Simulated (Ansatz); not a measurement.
# Te2Mo in Ansatz: a series of runs

One slab, Te2Mo, is run at these levels: PBE, revPBE; tasks: relaxation of cell and atoms.

Everything below comes from runs of Ansatz 0.2.0. Logs are shortened: lines on timing, memory, paths and dates and some standing lists are left out, and cuts for length are marked.

## Step 1: Starting point

The cell holds a slab with vacuum, 6 atoms: a = 6.362 Å, b = 3.480 Å, c = 36.176 Å, α = 90.00°, β = 90.14°, γ = 90.00°.

## Step 2: Relaxation of cell and atoms, PBE

input.yaml

```yaml
crystal:
  lattice:
    - [6.3616090156, 0.0, 0.0]
    - [0.0, 3.48040306, 0.0]
    - [-0.0857412231, 0.0, 36.1758904685]
  atoms:
    - { symbol: Te, position: [0.4292511, 0.75, 0.54070358] }
    - { symbol: Te, position: [0.5707489, 0.25, 0.45929642] }
    - { symbol: Te, position: [0.92084787, 0.25, 0.55652732] }
    - { symbol: Te, position: [0.07915213, 0.75, 0.44347268] }
    - { symbol: Mo, position: [0.18134756, 0.25, 0.49746537] }
    - { symbol: Mo, position: [0.81865244, 0.75, 0.50253463] }
hamiltonian:
  xc: pbe
  pseudopotentials: { kind: paw }
kpoints:
  mp_grid: { grid: [4, 8, 1] }
scf:
  occupations: { method: fermi_dirac, width: 0.05 }
output:
  forces: true
  stress: true
relax:
  f_tol: 0.01
  max_steps: 40
  cell: { stress_tol: 0.05 }
```

Potentials or basis: Ansatz PAW.

Launch:

```
$ ansatz run input.yaml --threads 2 --pin off --max-ram 5632MiB --backend cpu --events-out ev --progress --plain --runs-dir out
```

What it wrote:

```text
Warning: RAYON_NUM_THREADS=2 ignored (pool sized by the plan → 2); use --threads N
Engine: ansatz 0.2.0, x86_64-unknown-linux-gnu
Pseudopotentials: kind: paw
Pseudopotential: Te, paw, valence charge 16, recommended cutoff 420 eV (normal), Te.paw.azcp
Pseudopotential: Mo, paw, valence charge 14, recommended cutoff 420 eV (normal), Mo.paw.azcp
Functional definition: PBE
  parameter kappa = 0.804
  parameter beta = 0.06672455060314922
  exchange = pbe_x(kappa = kappa, mu = beta*pi^2/3)
  correlation = pbe_c(beta = beta)
Crystal: 6 atoms, lattice volume = 800.969 Å³
Basis set: ecut = 420 eV, 15635 PW (Γ), exchange–correlation on 90×48×486 points (8 copies of the dense FFT grid, shifted against one another)
Bands: 56, of which v1, the nominal top of the filled ones, is band 46 counted from 1 (45 counted from 0)
Symmetry: 4 space group operations
Space group: P21/m (ITA 11), of the structure as read, at distance tolerance 9.3e-5 Å
k-points: 15 of 32
Non-local potential: Te, projectors of the file, l = 0: 2, l = 1: 2, l = 2: 2, l = 3: 2
Non-local potential: Mo, projectors of the file, l = 0: 3, l = 1: 2, l = 2: 2, l = 3: 1
PAW form: soft (Blöchl's): semilocal exchange-correlation on the pseudo side does not see the compensation charge
PAW one-centre angular grid: Te, 590 points (default); XC on 64 Gauss nodes
PAW one-centre angular grid: Mo, 590 points (default); XC on 64 Gauss nodes
Initial density: superposition of atomic densities (neutral atoms: chi_scale 0, normalization atom), corrected by the library's trained network
Initial wavefunctions: pseudopotential atomic-orbital guess
Functional: x = pbe(κ = 0.804, μ = 0.2195149727645171), c = pbe(β = 0.06672455060314922)
SCF iter   1: F=—  HF=-37833.379283 eV  |F-HF|=—  |Δ(HF+E_count)|=         —  Δρ=2.65e-3  dr2=1.28e-1  ethr=1.77e-3  ⟨swp⟩=10.9  Hψ=3775  notcnv=0  defer=4
preconditioner: auto → LDOS  [metal: Δε(μ)=0.143 eV  Ē_g=7.147 eV  σ=0.050 eV  W_gap=0.45  n_scr=72 (ndim 8)  ℏωp=7.9 eV  f_vac=0.785  D(μ)=0.98/eV (n_scr^D=4)  β→1.0]
SCF iter   2: F=—  HF=-37833.461879 eV  |F-HF|=—  |Δ(HF+E_count)|=   8.26e-2  Δρ=4.66e-3  dr2=8.01e-1  ethr=1.39e-4  ⟨swp⟩=4.9  Hψ=2150  notcnv=0  defer=30
SCF iter   3: F=—  HF=-37833.379559 eV  |F-HF|=—  |Δ(HF+E_count)|=   8.23e-2  Δρ=8.28e-4  dr2=1.81e-2  ethr=1.39e-4  ⟨swp⟩=4.2  Hψ=1903  notcnv=0  defer=30
SCF iter   4: F=—  HF=-37833.377284 eV  |F-HF|=—  |Δ(HF+E_count)|=   2.28e-3  Δρ=1.39e-4  dr2=4.06e-4  ethr=1.97e-5  ⟨swp⟩=2.0  Hψ=972  notcnv=0  defer=30
SCF iter   5: F=—  HF=-37833.377187 eV  |F-HF|=—  |Δ(HF+E_count)|=   9.67e-5  Δρ=3.69e-5  dr2=1.81e-5  ethr=4.41e-7  ⟨swp⟩=3.0  Hψ=1565  notcnv=0  defer=30
SCF iter   6: F=—  HF=-37833.377400 eV  |F-HF|=—  |Δ(HF+E_count)|=   2.13e-4  Δρ=8.59e-6  dr2=9.74e-7  ethr=1.97e-8  ⟨swp⟩=2.7  Hψ=1535  notcnv=0  defer=30
SCF iter   7: F=—  HF=-37833.377401 eV  |F-HF|=—  |Δ(HF+E_count)|=   2.87e-7  Δρ=3.16e-6  dr2=1.37e-7  ethr=1.09e-10  ⟨swp⟩=6.0  Hψ=3190  notcnv=0
SCF iter   8: F=-37833.377401 eV  HF=-37833.377401 eV  |F-HF|=3.41e-8  |Δ(HF+E_count)|=   1.57e-7  Δρ=9.36e-7  dr2=9.89e-9  ethr=1.09e-10  ⟨swp⟩=5.0  Hψ=2759  notcnv=0
SCF 1 converged in 8 iterations: F = -37833.377401 eV  dr2 = 9.89e-9
relax step   1: F+E_penalty+E_count = -37833.37740076 eV  Δ(F+E_penalty+E_count) = +0.000e0 eV  max|allowed force component| = 2.516e-1 eV/Å  Δτ_max = 0.0000 Å  P = +0.126 GPa  Ω = 800.969 Å³  (8 SCF iters, dr2 threshold 1.00e-7 eV, accepted)
Crystal: 6 atoms, lattice volume = 799.052 Å³
Basis set: ecut = 420 eV, 15633 PW (Γ), exchange–correlation on 90×48×486 points (8 copies of the dense FFT grid, shifted against one another)
Initial density: handed on by an earlier stage of this run
Initial wavefunctions: those handed on with the density
iter 1 solved again at ethr=3.88e-5 eV; its pass at ethr=3.10e-3 eV (dr2=3.57e-2 eV) is discarded
SCF iter   1: F=—  HF=-37833.364074 eV  |F-HF|=—  |Δ(HF+E_count)|=         —  Δρ=1.52e-3  dr2=3.17e-2  ethr=3.88e-5  ⟨swp⟩=2.8  Hψ=3816  notcnv=0
preconditioner: auto → LDOS  [metal: Δε(μ)=0.137 eV  Ē_g=7.058 eV  σ=0.050 eV  W_gap=0.47  n_scr=72 (ndim 8)  ℏωp=7.9 eV  f_vac=0.779  D(μ)=1.25/eV (n_scr^D=6)  β→1.0]
SCF iter   2: F=—  HF=-37833.375242 eV  |F-HF|=—  |Δ(HF+E_count)|=   1.12e-2  Δρ=2.34e-3  dr2=1.42e-1  ethr=3.44e-5  ⟨swp⟩=3.0  Hψ=1443  notcnv=0  recentre
SCF iter   3: F=—  HF=-37833.361078 eV  |F-HF|=—  |Δ(HF+E_count)|=   1.42e-2  Δρ=7.12e-4  dr2=9.65e-3  ethr=3.44e-5  ⟨swp⟩=2.8  Hψ=1244  notcnv=0
SCF iter   4: F=—  HF=-37833.360195 eV  |F-HF|=—  |Δ(HF+E_count)|=   8.83e-4  Δρ=9.82e-5  dr2=8.54e-5  ethr=1.05e-5  ⟨swp⟩=1.8  Hψ=869  notcnv=0
SCF iter   5: F=—  HF=-37833.360433 eV  |F-HF|=—  |Δ(HF+E_count)|=   2.37e-4  Δρ=2.38e-5  dr2=3.06e-6  ethr=9.28e-8  ⟨swp⟩=3.3  Hψ=1852  notcnv=0
SCF iter   6: F=-37833.360434 eV  HF=-37833.360434 eV  |F-HF|=1.56e-7  |Δ(HF+E_count)|=   1.55e-6  Δρ=6.08e-6  dr2=5.30e-7  ethr=6.52e-10  ⟨swp⟩=5.8  Hψ=2962  notcnv=0
SCF 2 converged in 6 iterations: F = -37833.360434 eV  dr2 = 5.30e-7
relax step   2: F+E_penalty+E_count = -37833.36043408 eV  Δ(F+E_penalty+E_count) = +1.697e-2 eV  max|allowed force component| = 4.984e-1 eV/Å  Δτ_max = 0.0586 Å  P = -0.289 GPa  Ω = 799.052 Å³  energy of the carried Pulay correction = +7.000e-5 eV  (6 SCF iters, dr2 threshold 6.00e-7 eV, rejected (line search))
Crystal: 6 atoms, lattice volume = 799.688 Å³
[... 29 lines left out ...]
SCF iter   1: F=—  HF=-37833.383638 eV  |F-HF|=—  |Δ(HF+E_count)|=         —  Δρ=9.80e-5  dr2=8.54e-5  ethr=9.18e-8  ⟨swp⟩=2.3  Hψ=3447  notcnv=0
preconditioner: auto → LDOS  [insulator: Δε(μ)=0.162 eV  Ē_g=7.122 eV  σ=0.050 eV  W_gap=0.52  n_scr=72 (ndim 8)  ℏωp=7.9 eV  f_vac=0.781  D(μ)=1.12/eV (n_scr^D=4)  ε∞_Penn≈2.2  β→1.0]
SCF iter   2: F=—  HF=-37833.383712 eV  |F-HF|=—  |Δ(HF+E_count)|=   7.39e-5  Δρ=8.70e-5  dr2=1.96e-4  ethr=9.18e-8  ⟨swp⟩=2.0  Hψ=1291  notcnv=0
SCF iter   3: F=—  HF=-37833.383698 eV  |F-HF|=—  |Δ(HF+E_count)|=   1.36e-5  Δρ=5.07e-5  dr2=8.53e-5  ethr=9.18e-8  ⟨swp⟩=3.0  Hψ=1590  notcnv=0
SCF iter   4: F=—  HF=-37833.383695 eV  |F-HF|=—  |Δ(HF+E_count)|=   3.50e-6  Δρ=1.62e-5  dr2=6.22e-6  ethr=9.18e-8  ⟨swp⟩=1.0  Hψ=840  notcnv=0
SCF iter   5: F=—  HF=-37833.383865 eV  |F-HF|=—  |Δ(HF+E_count)|=   1.70e-4  Δρ=2.59e-6  dr2=1.69e-7  ethr=6.76e-9  ⟨swp⟩=2.1  Hψ=951  notcnv=0
SCF iter   6: F=-37833.383865 eV  HF=-37833.383865 eV  |F-HF|=6.62e-9  |Δ(HF+E_count)|=   2.90e-9  Δρ=4.58e-7  dr2=1.97e-9  ethr=7.77e-11  ⟨swp⟩=5.3  Hψ=2814  notcnv=0
SCF 5 converged in 6 iterations: F = -37833.383865 eV  dr2 = 1.97e-9
relax step   5: F+E_penalty+E_count = -37833.38386519 eV  Δ(F+E_penalty+E_count) = -1.409e-4 eV  max|allowed force component| = 2.866e-3 eV/Å  Δτ_max = 0.0028 Å  P = -0.002 GPa  Ω = 799.359 Å³  energy of the carried Pulay correction = +5.876e-5 eV  (6 SCF iters, dr2 threshold 7.15e-8 eV, accepted)
Initial wavefunctions: pseudopotential atomic-orbital guess (no wavefunctions were taken with the density)
iter 1 solved again at ethr=5.75e-7 eV; its pass at ethr=3.10e-3 eV (dr2=5.29e-4 eV) is discarded
SCF iter   1: F=—  HF=-37833.382118 eV  |F-HF|=—  |Δ(HF+E_count)|=         —  Δρ=2.94e-5  dr2=1.60e-7  ethr=5.75e-7  ⟨swp⟩=4.1  Hψ=6104  notcnv=0
eigensolver tolerance schedule: the retry pair's looser diagonalisation over-reported the residual by 3309.46 of it (diagonalisation noise at 1.59 of the residual, at the tolerance the schedule requests for it); recorded, not acted on — ethr = c·dr2/N_el stays at c = 1.0e-1
preconditioner: auto → LDOS  [insulator: Δε(μ)=0.162 eV  Ē_g=7.120 eV  σ=0.050 eV  W_gap=0.51  n_scr=72 (ndim 8)  ℏωp=7.9 eV  f_vac=0.781  D(μ)=1.12/eV (n_scr^D=4)  ε∞_Penn≈2.2  β→1.0]
SCF iter   2: F=—  HF=-37833.383801 eV  |F-HF|=—  |Δ(HF+E_count)|=   1.68e-3  Δρ=2.41e-6  dr2=5.52e-8  ethr=1.74e-10  ⟨swp⟩=3.9  Hψ=2390  notcnv=0
SCF iter   3: F=—  HF=-37833.383797 eV  |F-HF|=—  |Δ(HF+E_count)|=   3.83e-6  Δρ=2.09e-6  dr2=1.43e-7  ethr=6.00e-11  ⟨swp⟩=2.4  Hψ=1523  notcnv=0  recentre
SCF iter   4: F=—  HF=-37833.383801 eV  |F-HF|=—  |Δ(HF+E_count)|=   3.67e-6  Δρ=8.63e-7  dr2=1.74e-8  ethr=6.00e-11  ⟨swp⟩=3.3  Hψ=1649  notcnv=0
SCF iter   5: F=—  HF=-37833.383801 eV  |F-HF|=—  |Δ(HF+E_count)|=   1.19e-7  Δρ=1.76e-7  dr2=2.74e-10  ethr=1.89e-11  ⟨swp⟩=1.9  Hψ=891  notcnv=0
SCF iter   6: F=-37833.383801 eV  HF=-37833.383801 eV  |F-HF|=5.45e-9  |Δ(HF+E_count)|=   2.70e-8  Δρ=4.37e-8  dr2=1.87e-11  ethr=1.00e-12  ⟨swp⟩=6.0  Hψ=3117  notcnv=0
SCF 6 converged in 6 iterations: F = -37833.383801 eV  dr2 = 1.87e-11
relax step   6: F+E_penalty+E_count = -37833.38380101 eV  Δ(F+E_penalty+E_count) = +6.417e-5 eV  max|allowed force component| = 2.863e-3 eV/Å  Δτ_max = 0.0000 Å  P = -0.002 GPa  Ω = 799.359 Å³  stress off target by 6.86e-3 GPa  SCF on the basis re-selected at this cell (its energy is not comparable with the rows above)  (6 SCF iters)
basis re-selected at this cell: Δ(F+E_penalty+E_count) = +6.417e-5 eV, ΔP = +0.000 GPa vs the last step (what re-selecting the basis moved, of the pressure what is left beyond the Pulay correction that the steps carried, after the strain that the cell walked since its last selection, with what the two solves' SCF thresholds leave and, on support functions, any second-order correction that the steps lacked; it is no measure of the basis error at this ecutwfc). This SCF's stress stands 6.86e-3 GPa from its target on what of the cell is left free (relax.cell.stress_tol is 5.00e-2 GPa) and its largest allowed force component is 2.86e-3 eV/Å (relax.f_tol is 1.00e-2 eV/Å): within both
SCF converged after 6 iterations
Free energy (F): -37833.383801 eV
Harris-Foulkes:  -37833.383801 eV  (|F-HF|=5.45e-9)
Internal energy: -37833.374359 eV  (E = F + TS)
E sigma→0 (E₀):  -37833.379080 eV
Entropy (-TS):   -0.009442 eV (-1.574 meV/atom)
Fermi energy:    -1.341174 eV
--- Per-component energies (eV) ---
  E_band       = -2425.134218
  E_kinetic    = 1604.907481
  E_local      = -157085.942534  (includes V_loc(G=0)·N_el)
  E_nonlocal   = -953.709459
  E_hartree    = 78346.819983
  E_xc         = -863.871168
  E_vxc        = -874.235103  (∫ρ·V_xc dr)
  E_paw        = -25053.402811  (= ΣΔE_a)
  E_vpaw       = -1809.794344  (= ΣTr[D̂ρ^β])
  E_aug_tail   = -0.000635  (compensation charges beyond the density's cutoff)
  E_ewald      = 66171.824782
  E_smearing   = -0.009442  (= −TS)
  E_closure    = -0.000000  (closes the sum)
  Σ components = -37833.383801   (vs F -37833.383801, Δ=0.00e0)
--- Forces (eV/Å), atoms counted from 1 ---
  atom   1  Te    -0.00135707     0.00000000    -0.00165747
  atom   2  Te     0.00135707    -0.00000000     0.00165747
  atom   3  Te     0.00008548     0.00000000    -0.00200930
  atom   4  Te    -0.00008548     0.00000000     0.00200930
  atom   5  Mo    -0.00286325     0.00000000     0.00283166
  atom   6  Mo     0.00286325    -0.00000000    -0.00283166
  max |Σ_I F_I| component: 4.34e-19 eV/Å
--- Stress (GPa, compression-positive) ---
        0.003704      -0.000000      -0.000632
       -0.000000      -0.006861      -0.000000
       -0.000632      -0.000000      -0.002789
  P = ⅓ Tr σ = -0.0020 GPa (-0.020 kbar)
--- Relaxed structure (5 steps of the walk, 4 accepted, 1 SCFs on fresh bases) ---
  F+E_penalty+E_count = -37833.38380101 eV   max|allowed force component| = 2.863e-3 eV/Å   (the final SCF, on the basis selected at the relaxed cell)
  cell:  # Å, volume = 799.3594 Å³
    - [6.378346333970195, 0.0, 0.001752623833880591]
    - [0.0, 3.4646296389035713, 0.0]
    - [-0.07600034629563895, 0.0, 36.17236452097877]
  atoms:
    - { symbol: Te, position: [0.43056811136911366, 0.75, 0.5409012012892549] }
    - { symbol: Te, position: [0.5694318886308865, 0.25, 0.45909879871074516] }
    - { symbol: Te, position: [0.921387185339895, 0.25, 0.5570772352071797] }
    - { symbol: Te, position: [0.07861281466010514, 0.75, 0.4429227647928204] }
    - { symbol: Mo, position: [0.18152146275777906, 0.25, 0.4974864271254507] }
    - { symbol: Mo, position: [0.8184785372422211, 0.75, 0.5025135728745492] }
```

It took 3.1 min on 2 threads of Intel Xeon at 2.50GHz (Skylake/Cascade Lake), shared host; peak memory 1.3 GiB.

What came out:

```
Free energy                            : -37833.3838 eV
Relaxed volume                         : 133.23 Å³/atom
Relaxed cell                           : a = 6.378 Å, b = 3.465 Å, c = 36.172 Å, α = 90.00°, β = 90.10°, γ = 90.00°
Space group after relaxing (to 0.05 Å) : P2_1/m (No. 11)
Energy gained by relaxing              : 1.1 meV/atom
Ionic steps                            : 5
Largest force after relaxing           : 0.004 eV/Å
```

Forces on the atoms (eV/Å):
```
Te  -0.001  0.000 -0.002
Te   0.001  0.000  0.002
Te   0.000  0.000 -0.002
Te   0.000  0.000  0.002
Mo  -0.003  0.000  0.003
Mo   0.003  0.000 -0.003
```

Step by step:
```csv
step,energy change (eV),largest force (eV/Å),volume (Å³)
1,0.0000,0.2521,800.97
2,-0.0062,0.0265,799.69
3,-0.0063,0.0345,799.44
4,-0.0065,0.0040,799.36
5,-0.0064,0.0040,799.36
```

Final structure:
```cif
data_structure
_symmetry_space_group_name_H-M 'P 1'
_symmetry_Int_Tables_number 1
_cell_length_a 6.3783
_cell_length_b 3.4646
_cell_length_c 36.1724
_cell_angle_alpha 90.000
_cell_angle_beta 90.105
_cell_angle_gamma 90.000
_cell_volume 799.36
loop_
_atom_site_label
_atom_site_type_symbol
_atom_site_fract_x
_atom_site_fract_y
_atom_site_fract_z
_atom_site_occupancy
Te1 Te 0.43057 0.75000 0.54090 1
Te2 Te 0.56943 0.25000 0.45910 1
Te3 Te 0.92139 0.25000 0.55708 1
Te4 Te 0.07861 0.75000 0.44292 1
Mo1 Mo 0.18152 0.25000 0.49749 1
Mo2 Mo 0.81848 0.75000 0.50251 1
```

Caveat: the plane-wave basis is chosen anew once the cell has moved, so the energies of steps on either side of that aren't comparable. The run has no spin-orbit coupling, so splittings on Te are missing.

## Step 3: Relaxation of cell and atoms, revPBE

Edit input.yaml of step 2 so:

```diff
@@ -13,3 +13,3 @@
 hamiltonian:
-  xc: pbe
+  xc: revpbe
   pseudopotentials: { kind: paw }
@@ -22,2 +22,6 @@
   stress: true
+  write_density: true
+  write_potential: true
+  elf: true
+  volumetric_format: npy
 relax:
```

Potentials or basis: Ansatz PAW.

Launch:

```
$ ansatz run input.yaml --threads 2 --pin off --max-ram 5632MiB --backend cpu --events-out ev --progress --plain --runs-dir out
```

It took 3.6 min on 2 threads of Intel Xeon at 2.50GHz (Skylake/Cascade Lake), shared host; peak memory 1.4 GiB.

Results (log left out):

```
Free energy                            : -37868.7082 eV
Relaxed volume                         : 134.91 Å³/atom
Relaxed cell                           : a = 6.415 Å, b = 3.489 Å, c = 36.163 Å, α = 90.00°, β = 90.12°, γ = 90.00°
Space group after relaxing (to 0.05 Å) : P2_1/m (No. 11)
Energy gained by relaxing              : 3.3 meV/atom
Ionic steps                            : 5
Band gap on the k mesh                 : none (metal or under the smearing width)
```

Forces on the atoms (eV/Å):
```
Te  -0.001  0.000 -0.002
Te   0.001  0.000  0.002
Te   0.000  0.000  0.001
Te   0.000  0.000 -0.001
Mo   0.002  0.000  0.001
Mo  -0.002  0.000 -0.001
```

Step by step:
| step | energy change (eV) | largest force (eV/Å) | volume (Å³) |
| --- | --- | --- | --- |
| 1 | 0.0000 | 0.3987 | 800.97 |
| 2 | -0.0189 | 0.0592 | 810.51 |
| 3 | -0.0194 | 0.0541 | 809.24 |
| 4 | -0.0197 | 0.0025 | 809.47 |
| 5 | -0.0200 | 0.0025 | 809.47 |

Final structure:
```
CELL_PARAMETERS angstrom
6.41496 0.00000 0.00120
0.00000 3.48937 0.00000
-0.07961 0.00000 36.16255
ATOMIC_POSITIONS crystal
Te 0.43033 0.75000 0.54091
Te 0.56967 0.25000 0.45909
Te 0.92133 0.25000 0.55716
Te 0.07867 0.75000 0.44284
Mo 0.18133 0.25000 0.49745
Mo 0.81867 0.75000 0.50255
```

Levels at points of the mesh, in eV from the Fermi level:
```csv
k point,band 44,band 45,band 46,band 47,band 48,band 49
"(0.00, 0.00, 0.00)",-0.56,-0.33,0.20,0.61,1.05,1.65
"(0.00, -0.50, 0.00)",-1.59,-1.39,-1.39,1.16,1.16,1.43
"(-0.50, 0.00, 0.00)",-0.81,-0.73,-0.62,0.09,1.07,1.42
"(-0.50, -0.50, 0.00)",-1.70,-0.85,-0.85,1.09,1.09,1.83
```

Caveat: the plane-wave basis is chosen anew once the cell has moved, so the energies of steps on either side of that aren't comparable; the PAW data sets come from PBE, with cores solved anew for the run's functional, which leaves a small shift of forces and pressure.
